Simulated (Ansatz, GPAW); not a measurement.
This is a calculation of Rh (Rhodium) for Ansatz 0.2.0. 

File input.yaml:

```yaml
crystal:
  lattice:
    - [0.0, 1.89785, 1.89785]
    - [1.89785, 0.0, 1.89785]
    - [1.89785, 1.89785, 0.0]
  atoms:
    - { symbol: Rh, position: [0.0, 0.0, 0.0] }
kpoints:
  mp_grid: { grid: [12, 12, 12] }
scf:
  occupations: { method: gaussian, width: 0.014 }
hamiltonian:
  xc: pbe
  pseudopotentials: { kind: all_electron, lapw: { basis_error: 0.001 } }
output:
  forces: true
  stress: true
  eigenvalues: true
```

Potentials or basis: all-electron LAPW, scalar-relativistic.

Run with:

```console
$ ansatz run input.yaml --threads 1 --pin off --max-ram 3072MiB --backend cpu --events-out ev --progress --plain --runs-dir out
```

Problem. Translate it to GPAW 26.7.0 (ASE script). Potentials or basis there: GPAW PAW data sets (gpaw-data 1.2.1), cutoff 600 eV.

Solution. As run (cutoffs and basis follow the program's own potentials, and thresholds, step limits or extra output files can differ):

Contents of run.py:

```python
from ase.dft.bandgap import bandgap
from ase.io import read, write
from ase.units import Bohr, GPa
from gpaw import GPAW, PW
from gpaw.elf import elf_from_dft_calculation

atoms = read('POSCAR')

calc = GPAW(mode=PW(600),
            xc='PBE',
            kpts={'size': (12, 12, 12), 'gamma': True},
            occupations={'name': 'methfessel-paxton', 'order': 0, 'width': 0.014},
            nbands=16,
            convergence={'density': 1e-05, 'energy': 1e-05},
            maxiter=150,
            txt='gpaw.txt')
atoms.calc = calc
energy = atoms.get_potential_energy()
forces = atoms.get_forces()
stress = atoms.get_stress()
calc.write('gs.gpw')
write('result.traj', atoms)
print(f'Energy: {energy:.6f} eV')
print('Forces (eV/A):')
print(forces.round(4))
print('Stress (GPa):', (stress / GPa).round(3))
print('Fermi level:', round(calc.get_fermi_level(), 4), 'eV')
print(f'Gap: {bandgap(calc)[0]:.4f} eV, direct: {bandgap(calc, direct=True)[0]:.4f} eV')

# fields on the real-space grid
write('density.cube', atoms, data=calc.get_pseudo_density() * Bohr**3)
write('potential.cube', atoms, data=calc.get_electrostatic_potential())
write('elf.cube', atoms, data=elf_from_dft_calculation(calc).data)
```

The input POSCAR:

```
Rh
1.0
    0.0000000000      1.8978500000      1.8978500000
    1.8978500000      0.0000000000      1.8978500000
    1.8978500000      1.8978500000      0.0000000000
Rh
1
Direct
    0.0000000000      0.0000000000      0.0000000000
```

Potentials or basis: GPAW PAW data sets (gpaw-data 1.2.1), pw.

Command:

```sh
$ OMP_NUM_THREADS=1 python run.py
```

Both were run:

|  | Ansatz | GPAW |
| --- | --- | --- |
| Pressure | 7.2 GPa | 9.2 GPa |

Where Ansatz's input types no cutoff or centring, it takes its own default and a Γ-centred mesh.

The two runs disagree by more than potentials and bases usually give (in gap, levels, pressure or energy); the cause wasn't traced.

Pressure is positive in compression.
